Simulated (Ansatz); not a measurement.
LiH:

```xyz
2
Lattice="0.0000 2.0368 2.0368 2.0368 0.0000 2.0368 2.0368 2.0368 0.0000" Properties=species:S:1:pos:R:3 pbc="T T T"
Li    0.0000    0.0000    0.0000
H     2.0368    2.0368    2.0368
```

Base run:

```yaml
Program: Ansatz 0.2.0
Functional: PBE0
Potentials_or_basis: all-electron PAW datasets made for the crystal
Cutoff: 220 eV
Density_cutoff: 880 eV
k_mesh: 8 × 8 × 8
Occupations: fermi-dirac, width 0.05 eV
Spin: no spin polarisation
```

Its results: band gap on the k mesh 4.69 eV, direct.

Q: The run is repeated on the same cell with these changes: functional from PBE0 to HSE06. What comes out?

A: Band gap on the k mesh 4.00 eV, direct.

Caveats: the program warned that the printed levels may be off, so bands, gaps and densities of states are rough.

A k mesh can miss the band edges.

Not every run made on this cell is shown here.
